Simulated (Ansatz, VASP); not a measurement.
KBr in VASP and in Ansatz

```
CELL_PARAMETERS angstrom
0.03583 3.30225 3.30225
3.30225 0.03583 3.30225
3.33808 3.33808 0.00000
ATOMIC_POSITIONS crystal
K 0.00000 0.00000 0.00000
Br 0.50000 0.50000 0.50000
```

Change from the starting cell: shear_xy strain +2.2%.

Alike in both runs: task single point; functional r2SCAN; k mesh 6 × 6 × 6; no spin polarisation.

|  | VASP | Ansatz |
| --- | --- | --- |
| version | VASP 6.6.1 | Ansatz 0.2.0 |
| potentials or method | VASP PAW PBE potentials, release 64 (K_sv, Br) | plane waves, PAW |
| plane-wave cutoff (eV) | 520 | 500 |
| occupations | gaussian, width 0.01 eV | fixed |
| valence electrons in the cell | 16 | 16 |

```csv
,VASP,Ansatz,Ansatz less VASP
gap on the k mesh at the Fermi level (eV),5.05,5.04,-0.001
pressure (GPa),0.0,0.0,-0.01
largest component of the traceless stress (GPa),0.11,0.12,+0.002
```

Caveats: the PAW data sets were made with another functional, which shifts forces and pressure a little (VASP).
